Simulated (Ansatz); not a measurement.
**Ligand exchange: SiH3Br + C4H10O → SiH3(OH) + C4H9Br**

Species: SiH3Br `[SiH3]Br`, singlet; C4H10O `CC(C)(C)O`, singlet; SiH3(OH), singlet; C4H9Br (2-bromo-2-methylpropane) `CC(C)(C)Br`, singlet. The partners trade Br for OH: Si–Br and C–OH bonds give way to Si–OH and C–Br.

Shapes, held fixed at every level: PBE0-D4/def2-TZVP. Flexible molecules stand in one conformer, not always the lowest. Programs: Ansatz 0.2.0. Electronic energies: no zero-point or thermal term.

Task: Estimate ΔE of this reaction.

Result: The highest level, CCSD(T)/def2-TZVPP, gives ΔE = -25.4 kJ/mol; the levels span -33.9 to +7.2. They disagree on the sign: 1 of 8 are positive. The column of differences is taken from that level and isn't an error. No measured value is set beside it here. Relativity is left out for Br. Outer-core shells of Br are correlated in most correlated rows, in sets that cover them unevenly.

```json
{"level": "HF/def2-SVP", "kind": "Hartree–Fock", "ΔE (kJ/mol)": "+7.2", "less CCSD(T)/def2-TZVPP": "+32.6"}
{"level": "SPW92/def2-TZVPP", "kind": "LDA", "ΔE (kJ/mol)": "-12.4", "less CCSD(T)/def2-TZVPP": "+13.0"}
{"level": "r2SCAN-D4/def2-TZVPP", "kind": "meta-GGA", "ΔE (kJ/mol)": "-18.0", "less CCSD(T)/def2-TZVPP": "+7.4"}
{"level": "B3LYP-D4/def2-TZVPP", "kind": "global hybrid", "ΔE (kJ/mol)": "-22.5", "less CCSD(T)/def2-TZVPP": "+2.9"}
{"level": "B2PLYP/def2-TZVPP", "kind": "double hybrid", "ΔE (kJ/mol)": "-23.8", "less CCSD(T)/def2-TZVPP": "+1.6"}
{"level": "MP2/def2-SVP", "kind": "perturbation theory", "ΔE (kJ/mol)": "-8.5", "less CCSD(T)/def2-TZVPP": "+16.9"}
{"level": "MP2/def2-TZVPP", "kind": "perturbation theory", "ΔE (kJ/mol)": "-33.9", "less CCSD(T)/def2-TZVPP": "-8.5"}
{"level": "CCSD(T)/def2-TZVPP", "kind": "coupled cluster or CI", "ΔE (kJ/mol)": "-25.4", "less CCSD(T)/def2-TZVPP": "0.0"}
```

The exchange is moderately exothermic, with every def2-TZVPP level placing hydroxyl on silicon and bromine on carbon. Silicon binds both groups more strongly than carbon does, but its advantage is larger for oxygen. The Si–O bond is short and strongly polar, and it gains further from donation of oxygen lone pairs into σ* orbitals on silicon. Bromine, larger and less electronegative, benefits less, so the gain at silicon outweighs the cost of giving up C–O for C–Br.

The lone positive value, from HF/def2-SVP, is no evidence against this preference. MP2 moves from -8.5 to -33.9 kJ/mol on going from def2-SVP to def2-TZVPP, so the small basis alone biases the balance heavily, probably by describing the polarisation around silicon and oxygen poorly. Correlation also favours the products, as the two def2-SVP rows show, though MP2 overshoots CCSD(T) in the larger basis. The reaction energy says nothing about the barrier to exchange or the silanol's later condensation to a siloxane.
